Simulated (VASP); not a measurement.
# PtSe2 (Sudovikovite) (P-3m1) in VASP: a series of runs, part 2 of 2

VASP 6.6.1. Earlier steps stand in the parts before.

## 5. Single point, HSE06

Input file POSCAR:

```
PtSe2
1.0
    3.7240000000      0.0000000000      0.0000000000
   -1.8620000000      3.2250786037      0.0000000000
    0.0000000000      0.0000000000      5.0620000000
Pt Se
1 2
Direct
    0.0000000000      0.0000000000      0.0000000000
    0.6666666667      0.3333333333      0.7500000000
    0.3333333333      0.6666666667      0.2500000000
```

Input file INCAR.step1:

```
SYSTEM = PtSe2
PREC     = Accurate       ! precision mode
ENCUT    = 340            ! plane-wave cutoff, eV
EDIFF    = 1E-5           ! SCF threshold, eV
ISMEAR   = 0              ! smearing method
SIGMA    = 0.01           ! smearing width, eV
LREAL    = .FALSE.        ! projectors in reciprocal space
LASPH    = .TRUE.         ! aspherical terms in the spheres
NELM     = 100            ! most SCF steps
ALGO     = Normal         ! electronic algorithm
ISIF     = 2              ! what is computed and relaxed
LWAVE    = .TRUE.         ! write WAVECAR
LCHARG   = .FALSE.        ! write CHGCAR
NKRED    = 1            
NBANDS   = 19             ! bands
GGA      = PE             ! functional
```

Input file INCAR.step2:

```
SYSTEM = PtSe2
PREC     = Accurate       ! precision mode
ENCUT    = 340            ! plane-wave cutoff, eV
EDIFF    = 1E-6           ! SCF threshold, eV
ISMEAR   = 0              ! smearing method
SIGMA    = 0.01           ! smearing width, eV
LREAL    = .FALSE.        ! projectors in reciprocal space
LASPH    = .TRUE.         ! aspherical terms in the spheres
NELM     = 100            ! most SCF steps
ALGO     = Normal         ! electronic algorithm
ISIF     = 2              ! what is computed and relaxed
LWAVE    = .FALSE.        ! write WAVECAR
LCHARG   = .FALSE.        ! write CHGCAR
GGA      = PE             ! functional
LHFCALC  = .TRUE.         ! exact exchange
HFSCREEN = 0.2            ! screening, 1/A
PRECFOCK = Fast         
NKRED    = 1            
NBANDS   = 19             ! bands
ISTART   = 1
```

Input file KPOINTS:

```
regular mesh
0
G
  5 5 3
  0 0 0
```

Potentials or basis: VASP PAW PBE potentials, release 64 (Pt, Se).

Run with:

```bash
$ cat potpaw_PBE.64/Pt/POTCAR potpaw_PBE.64/Se/POTCAR > POTCAR
$ cp INCAR.step1 INCAR
$ mpirun -np 1 vasp_std > vasp.out
$ cp INCAR.step2 INCAR
$ mpirun -np 1 vasp_std > vasp.out
```

OUTCAR:

```text
SYSTEM = PtSe2
   PREC = Accurate
   ENCUT = 340
   EDIFF = 1E-6
   ISMEAR = 0
   LREAL = .FALSE.
   LASPH = .TRUE.
   NELM = 100
   ISIF = 2
   GGA = PE
   LHFCALC = .TRUE.
   HFSCREEN = 0.2
   PRECFOCK = Fast
   NKRED = 1
   ISTART = 1

 Found     12 irreducible k-points:

 Following reciprocal coordinates:
            Coordinates               Weight
  0.000000  0.000000  0.000000      1.000000
  0.200000  0.000000  0.000000      6.000000
  0.400000 -0.000000  0.000000      6.000000
  0.200000  0.200000  0.000000      6.000000
  0.400000  0.200000  0.000000      6.000000
  0.000000  0.000000  0.333333      2.000000
   k-points           NKPTS =     12   k-points in BZ     NKDIM =     75   number of bands    NBANDS=     19
   number of dos      NEDOS =    301   number of ions     NIONS =      3
   total plane-waves  NPLWV =  17280
   dimension x,y,z NGX =    24 NGY =   24 NGZ =   30
   dimension x,y,z NGXF=    48 NGYF=   48 NGZF=   60
   ions per type =               1   2
   NGX,Y,Z   is equivalent  to a cutoff of  10.71, 10.71,  9.85 a.u.
   NGXF,Y,Z  is equivalent  to a cutoff of  21.43, 21.43, 19.71 a.u.
 SYSTEM =  PtSe2
   PREC   = accura    normal or accurate (medium, high low for compatibility)
   ISTART =      1    job   : 0-new  1-cont  2-samecut
[... 66 lines left out ...]

 val. band max:        6.6933411476   @ k =   0.0000   0.0000   0.0000
 cond. band min:       6.9012907698   @ k =   0.4000   0.2000   0.0000
 fundamental gap:      0.2079496222
 Fermi energy:         6.7377246429

 k-point     1 :       0.0000    0.0000    0.0000
  band No.  band energies     occupation
      1     -11.1302      2.00000
      2      -7.9704      2.00000
      3      -1.9743      2.00000
      4      -1.1295      2.00000
      5      -1.1295      2.00000
      6       1.1984      2.00000
[... 109 lines left out ...]
      6       1.1693      2.00000
[... 11 lines left out ...]
     18      16.7955      0.00000
     19      17.2199      0.00000

 [... further k-points ...]

------------------------ aborting loop because EDIFF is reached ----------------------------------------

  FORCE on cell =-STRESS in cart. coord.  units (eV):
  Direction    XX          YY          ZZ          XY          YZ          ZX
  --------------------------------------------------------------------------------------
  -------------------------------------------------------------------------------------
  Total        0.7686520      0.7686520      0.9384473     -0.0000000      0.0000000      0.0000000
  in kB       20.2566786     20.2566786     24.7313808     -0.0000000      0.0000000      0.0000000
  external PRESSURE =      21.7482460 kB  Pullay stress =       0.0000000 kB

 VOLUME and BASIS-vectors are now :
 -----------------------------------------------------------------------------
  energy-cutoff  :      340.00
  volume of cell :       60.80
      direct lattice vectors                 reciprocal lattice vectors
     3.724000000  0.000000000  0.000000000     0.268528464  0.155034981  0.000000000
    -1.862000000  3.225078604  0.000000000     0.000000000  0.310069962  0.000000000
     0.000000000  0.000000000  5.062000000     0.000000000  0.000000000  0.197550375

 POSITION                                       TOTAL-FORCE (eV/Angst)
 -----------------------------------------------------------------------------------
      0.00000      0.00000      0.00000        -0.000000      0.000000      0.000000
      1.86200      1.07503      3.79650        -0.000000      0.000000     -0.017102
     -0.00000      2.15005      1.26550         0.000000     -0.000000      0.017102
 -----------------------------------------------------------------------------------
    total drift:                                0.000001     -0.000014     -0.000016

  FREE ENERGIE OF THE ION-ELECTRON SYSTEM (eV)
  ---------------------------------------------------
  free  energy   TOTEN  =       -17.2589239818 eV

  energy  without entropy=      -17.2589239818  energy(sigma->0) =      -17.25892398
```

OUTCAR.step1:

```text
SYSTEM = PtSe2
   PREC = Accurate
   ENCUT = 340
   EDIFF = 1E-5
   ISMEAR = 0
   LREAL = .FALSE.
[... 246 lines left out ...]
      0.00000      0.00000      0.00000         0.000000      0.000000      0.000000
      1.86200      1.07503      3.79650        -0.000000      0.000000     -0.521971
     -0.00000      2.15005      1.26550         0.000000      0.000000      0.521971
 -----------------------------------------------------------------------------------
    total drift:                               -0.000000      0.000000      0.000000

  FREE ENERGIE OF THE ION-ELECTRON SYSTEM (eV)
  ---------------------------------------------------
  free  energy   TOTEN  =       -14.2067293003 eV

  energy  without entropy=      -14.2064466263  energy(sigma->0) =      -14.20658796
```

It took 7.9 min on 1 thread of Intel Xeon Platinum 8259CL at 2.50GHz (Skylake/Cascade Lake), shared host; peak memory 0.25 GiB.

These settings aren't checked as converged: the numbers below hold their error.

What came out:

| Item | Value |
| --- | --- |
| Free energy | -17.2589 eV |
| Pressure | 2.2 GPa |
| Largest force | 0.017 eV/Å |
| Band gap on the k mesh | 0.21 eV, indirect (least direct gap 1.37 eV) |

Caveat: the PAW data sets were made with another functional, which shifts forces and pressure a little; spin-orbit coupling is left out, which moves the levels of the heavy elements; an odd mesh through Γ misses points on the zone boundary, where band edges often lie.
